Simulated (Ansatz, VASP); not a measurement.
## Two plane-wave programs on MgO (Periclase)

```xyz
2
Lattice="0.0000 2.2138 2.1022 2.1022 0.0000 2.1022 2.1022 2.2138 0.0000" Properties=species:S:1:pos:R:3 pbc="T T T"
Mg    0.0000    0.0000    0.0000
O     2.1022    2.2138    2.1022
```

Change from the starting cell: uniaxial_y strain +5.3%.

Alike in both runs: task single point; functional r2SCAN; k mesh 10 × 10 × 10; no spin polarisation.

|  | VASP | Ansatz |
| --- | --- | --- |
| version | VASP 6.6.1 | Ansatz 0.2.0 |
| potentials or method | VASP PAW PBE potentials, release 64 (Mg, O) | plane waves, PAW |
| plane-wave cutoff (eV) | 520 | 500 |
| occupations | gaussian, width 0.01 eV | fixed |
| valence electrons in the cell | 8 | 16 |

Ansatz gave:

* gap on the k mesh at the Fermi level (eV): 5.09
* pressure (GPa): -7.0
* largest component of the traceless stress (GPa): 4.96

Question: Which values does VASP return?

Answer: gap on the k mesh at the Fermi level (eV): 5.07; pressure (GPa): -8.1; largest component of the traceless stress (GPa): 4.88.

The two sets of potentials don't hold the same shells in valence.

Caveats: the PAW data sets were made with another functional, which shifts forces and pressure a little (VASP).
